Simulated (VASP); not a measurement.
# Hf (Fm-3m) in VASP: notebook, part 2 of 2

VASP 6.6.1. The steps go on from the part before.

## (4) Equation of state, PBEsol, 21.44 Å³/atom (volume scaled by 0.98)

INCAR reads:

```
SYSTEM = Hf
ALGO = Normal ; EDIFF = 1E-7
ENCUT = 520 ; GGA = PS
ISIF = 2 ; ISMEAR = -1
LASPH = .TRUE. ; LCHARG = .FALSE.
LREAL = .FALSE. ; LWAVE = .FALSE.
NBANDS = 11 ; NELM = 80
PREC = Accurate ; SIGMA = 0.05
```

KPOINTS reads:

```
k-points
0
G
  10 10 10
  0 0 0
```

POSCAR reads:

```
Hf
1.0
    0.0000000000      2.2051002222      2.2051002222
    2.2051002222      0.0000000000      2.2051002222
    2.2051002222      2.2051002222      0.0000000000
Hf
1
Direct
    0.0000000000      0.0000000000      0.0000000000
```

Run with:

```sh
> cat potpaw_PBE.64/Hf_pv/POTCAR > POTCAR
> mpirun -np 1 vasp_std > vasp.out
```

It took 14 s on 1 thread of AMD EPYC 7R43 (Zen 3), shared host; peak memory 0.11 GiB.

Results (log left out):

```
Free energy            : -10.4417 eV
Pressure               : 0.1 GPa
Band gap on the k mesh : none (metal or under the smearing width)
```

Caveat: the PAW data sets were made with another functional, which shifts forces and pressure a little.

## (5) Equation of state, PBEsol, 22.32 Å³/atom (volume scaled by 1.02)

INCAR is that of step 4.

KPOINTS is that of step 4.

POSCAR reads:

```
Hf
1.0
    0.0000000000      2.2347024152      2.2347024152
    2.2347024152      0.0000000000      2.2347024152
    2.2347024152      2.2347024152      0.0000000000
Hf
1
Direct
    0.0000000000      0.0000000000      0.0000000000
```

Run with:

```sh
> cat potpaw_PBE.64/Hf_pv/POTCAR > POTCAR
> mpirun -np 1 vasp_std > vasp.out
```

It took 14 s on 1 thread of AMD EPYC 7R43 (Zen 3), shared host; peak memory 0.11 GiB.

It converged, with:

```
Free energy            : -10.4307 eV
Pressure               : -4.1 GPa
Band gap on the k mesh : none (metal or under the smearing width)
```

Caveat: the PAW data sets were made with another functional, which shifts forces and pressure a little.

## (6) Equation of state, PBEsol, 22.76 Å³/atom (volume scaled by 1.04)

INCAR is that of step 5.

KPOINTS is that of step 5.

POSCAR reads:

```
Hf
1.0
    0.0000000000      2.2492138765      2.2492138765
    2.2492138765      0.0000000000      2.2492138765
    2.2492138765      2.2492138765      0.0000000000
Hf
1
Direct
    0.0000000000      0.0000000000      0.0000000000
```

Potentials or basis: VASP PAW PBE potentials, release 64 (Hf_pv).

Run with:

```sh
> cat potpaw_PBE.64/Hf_pv/POTCAR > POTCAR
> mpirun -np 1 vasp_std > vasp.out
```

Run time: 14 s. Hardware: 1 thread of AMD EPYC 7R43 (Zen 3), shared host; peak memory 0.11 GiB.

The run converged. Its results:

```yaml
Free_energy: -10.4172 eV
Pressure: -5.9 GPa
Band_gap_on_the_k_mesh: none (metal or under the smearing width)
```

Caveat: the PAW data sets were made with another functional, which shifts forces and pressure a little.

## (7) Equation of state, PBEsol, 23.20 Å³/atom (volume scaled by 1.06)

INCAR is that of step 6.

KPOINTS is that of step 6.

POSCAR reads:

```
Hf
1.0
    0.0000000000      2.2635404658      2.2635404658
    2.2635404658      0.0000000000      2.2635404658
    2.2635404658      2.2635404658      0.0000000000
Hf
1
Direct
    0.0000000000      0.0000000000      0.0000000000
```

Run with:

```sh
> cat potpaw_PBE.64/Hf_pv/POTCAR > POTCAR
> mpirun -np 1 vasp_std > vasp.out
```

It took 15 s on 1 thread of AMD EPYC 7R43 (Zen 3), shared host; peak memory 0.1 GiB.

It converged, with:

- Free energy: -10.3990 eV
- Pressure: -7.5 GPa
- Band gap on the k mesh: none (metal or under the smearing width)

Caveat: the PAW data sets were made with another functional, which shifts forces and pressure a little.

## (8) Equation of state, PBEsol

This step only gathers the single runs of the series.

Results:

```
Equilibrium volume                      : 21.47 Å³/atom
Bulk modulus                            : 113 GPa
Pressure derivative of the bulk modulus : 3.9
```

Energy against volume, from the lowest point:
```
volume (Å³/atom)  energy (meV/atom)
          20.569              14.41
          21.007               3.72
          21.444               0.00
          21.882               2.63
          22.320              11.00
          22.757              24.54
          23.195              42.75
```

Caveat: the PAW data sets were made with another functional, which shifts forces and pressure a little.

## (9) Equation of state, PBE, 20.57 Å³/atom (volume scaled by 0.94)

INCAR reads:

```
PREC = Accurate ; ENCUT = 520
EDIFF = 1E-7 ; ISMEAR = -1
SIGMA = 0.05 ; LREAL = F
LASPH = T ; NELM = 100
ALGO = Normal ; ISIF = 2
LWAVE = F ; LCHARG = F
GGA = PE ; NBANDS = 11
```

KPOINTS reads:

```
Automatic mesh
0
Gamma
  10 10 10
```

POSCAR reads:

```
Hf
1.0
    0.0000000000      2.1746811613      2.1746811613
    2.1746811613      0.0000000000      2.1746811613
    2.1746811613      2.1746811613      0.0000000000
Hf
1
Direct
    0.0000000000      0.0000000000      0.0000000000
```

Potentials or basis: VASP PAW PBE potentials, release 64 (Hf_pv).

Run with:

```sh
> cat potpaw_PBE.64/Hf_pv/POTCAR > POTCAR
> mpirun -np 1 vasp_std > vasp.out
```

It took 15 s on 1 thread of Intel Xeon Platinum 8375C at 2.90GHz (Ice Lake), shared host; peak memory 0.14 GiB.

The run converged. Its results:

| Quantity | Value |
| --- | --- |
| Free energy | -9.8031 eV |
| Pressure | 10.5 GPa |
| Band gap on the k mesh | none (metal or under the smearing width) |

## (10) Equation of state, PBE, 21.01 Å³/atom (volume scaled by 0.96)

INCAR reads:

```
ALGO = Normal ; EDIFF = 1E-7
ENCUT = 520 ; GGA = PE
ISIF = 2 ; ISMEAR = -1
LASPH = T ; LCHARG = F
LREAL = F ; LWAVE = F
NBANDS = 11 ; NELM = 80
PREC = Accurate ; SIGMA = 0.05
```

KPOINTS reads:

```
k-points
0
Gamma
  10 10 10
```

POSCAR reads:

```
Hf
1.0
    0.0000000000      2.1899963220      2.1899963220
    2.1899963220      0.0000000000      2.1899963220
    2.1899963220      2.1899963220      0.0000000000
Hf
1
Direct
    0.0000000000      0.0000000000      0.0000000000
```

Run with:

```sh
> cat potpaw_PBE.64/Hf_pv/POTCAR > POTCAR
> mpirun -np 1 vasp_std > vasp.out
```

Run time: 12 s. Hardware: 1 thread of Intel Xeon Platinum 8375C at 2.90GHz (Ice Lake), shared host; peak memory 0.14 GiB.

Results (log left out):

```yaml
Free_energy: -9.8278 eV
Pressure: 7.6 GPa
Band_gap_on_the_k_mesh: none (metal or under the smearing width)
```

## (11) Equation of state, PBE, 21.44 Å³/atom (volume scaled by 0.98)

INCAR reads:

```
SYSTEM = Hf
ALGO     = Normal         ! electronic algorithm
EDIFF    = 1E-7           ! SCF threshold, eV
ENCUT    = 520            ! plane-wave cutoff, eV
GGA      = PE             ! functional
ISIF     = 2              ! what is computed and relaxed
ISMEAR   = -1             ! smearing method
LASPH    = .TRUE.         ! aspherical terms in the spheres
LCHARG   = .FALSE.        ! write CHGCAR
LREAL    = .FALSE.        ! projectors in reciprocal space
LWAVE    = .FALSE.        ! write WAVECAR
NBANDS   = 11             ! bands
NELM     = 80             ! most SCF steps
PREC     = Accurate       ! precision mode
SIGMA    = 0.05           ! smearing width, eV
```

KPOINTS reads:

```
k-points
0
G
  10 10 10
  0 0 0
```

POSCAR reads:

```
Hf
1.0
    0.0000000000      2.2051002222      2.2051002222
    2.2051002222      0.0000000000      2.2051002222
    2.2051002222      2.2051002222      0.0000000000
Hf
1
Direct
    0.0000000000      0.0000000000      0.0000000000
```

Run with:

```sh
> cat potpaw_PBE.64/Hf_pv/POTCAR > POTCAR
> mpirun -np 1 vasp_std > vasp.out
```

Run time: 11 s. Hardware: 1 thread of Intel Xeon Platinum 8375C at 2.90GHz (Ice Lake), shared host; peak memory 0.14 GiB.

The run converged. Its results:

| Item | Value |
| --- | --- |
| Free energy | -9.8451 eV |
| Pressure | 5.0 GPa |
| Band gap on the k mesh | none (metal or under the smearing width) |

## (12) Equation of state, PBE, 22.32 Å³/atom (volume scaled by 1.02)

INCAR reads:

```
PREC = Accurate
ENCUT = 520
EDIFF = 1E-7
ISMEAR = -1
SIGMA = 0.05
LREAL = F
LASPH = T
NELM = 80
ALGO = Normal
ISIF = 2
LWAVE = F
LCHARG = F
GGA = PE
NBANDS = 11
```

KPOINTS reads:

```
Automatic mesh
0
Gamma
  10 10 10
```

POSCAR reads:

```
Hf
1.0
    0.0000000000      2.2347024152      2.2347024152
    2.2347024152      0.0000000000      2.2347024152
    2.2347024152      2.2347024152      0.0000000000
Hf
1
Direct
    0.0000000000      0.0000000000      0.0000000000
```

Potentials or basis: VASP PAW PBE potentials, release 64 (Hf_pv).

Run with:

```sh
> cat potpaw_PBE.64/Hf_pv/POTCAR > POTCAR
> mpirun -np 1 vasp_std > vasp.out
```

Run time: 12 s. Hardware: 1 thread of Intel Xeon Platinum 8375C at 2.90GHz (Ice Lake), shared host; peak memory 0.14 GiB.

It converged, with:

- Free energy: -9.8597 eV
- Pressure: 0.4 GPa
- Band gap on the k mesh: none (metal or under the smearing width)

## (13) Equation of state, PBE, 22.76 Å³/atom (volume scaled by 1.04)

INCAR reads:

```
SYSTEM = Hf
  ALGO = Normal
  EDIFF = 1E-7
  ENCUT = 520
  GGA = PE
  ISIF = 2
  ISMEAR = -1
  LASPH = .True.
  LCHARG = .False.
  LREAL = .False.
  LWAVE = .False.
  NBANDS = 11
  NELM = 100
  PREC = Accurate
  SIGMA = 0.05
```

KPOINTS reads:

```
k-points
0
Gamma
  10 10 10
  0 0 0
```

POSCAR reads:

```
Hf
1.0
    0.0000000000      2.2492138765      2.2492138765
    2.2492138765      0.0000000000      2.2492138765
    2.2492138765      2.2492138765      0.0000000000
Hf
1
Direct
    0.0000000000      0.0000000000      0.0000000000
```

Run with:

```sh
> cat potpaw_PBE.64/Hf_pv/POTCAR > POTCAR
> mpirun -np 1 vasp_std > vasp.out
```

Wall time 11 s (1 thread of Intel Xeon Platinum 8375C at 2.90GHz (Ice Lake), shared host); peak memory 0.14 GiB.

The run converged. Its results:

| Item | Value |
| --- | --- |
| Free energy | -9.8582 eV |
| Pressure | -1.5 GPa |
| Band gap on the k mesh | none (metal or under the smearing width) |

## (14) Equation of state, PBE, 23.20 Å³/atom (volume scaled by 1.06)

INCAR reads:

```
  PREC = Accurate
  ENCUT = 520
  EDIFF = 1E-7
  ISMEAR = -1
  SIGMA = 0.05
  LREAL = False
  LASPH = True
  NELM = 100
  ALGO = Normal
  ISIF = 2
  LWAVE = False
  LCHARG = False
  GGA = PE
  NBANDS = 11
```

KPOINTS reads:

```
regular mesh
0
Gamma
  10 10 10
```

POSCAR reads:

```
Hf
1.0
    0.0000000000      2.2635404658      2.2635404658
    2.2635404658      0.0000000000      2.2635404658
    2.2635404658      2.2635404658      0.0000000000
Hf
1
Direct
    0.0000000000      0.0000000000      0.0000000000
```

Run with:

```sh
> cat potpaw_PBE.64/Hf_pv/POTCAR > POTCAR
> mpirun -np 1 vasp_std > vasp.out
```

It took 12 s on 1 thread of Intel Xeon Platinum 8375C at 2.90GHz (Ice Lake), shared host; peak memory 0.14 GiB.

It converged, with:

```
Free energy            : -9.8517 eV
Pressure               : -3.3 GPa
Band gap on the k mesh : none (metal or under the smearing width)
```

## (15) Equation of state, PBE

Potentials or basis: VASP PAW PBE potentials, release 64 (Hf_pv).

This step only gathers the single runs of the series.

What came out:

- Equilibrium volume: 22.42 Å³/atom
- Bulk modulus: 103 GPa
- Pressure derivative of the bulk modulus: 4.0

Energy against volume, from the lowest point:
```tsv
volume (Å³/atom)	energy (meV/atom)
20.569	56.61
21.007	31.84
21.444	14.59
21.882	4.20
22.320	0.00
22.757	1.43
23.195	7.95
```

The run has no spin-orbit coupling, so splittings on Hf are missing. PBE usually gives volumes a little too large and moduli too small.
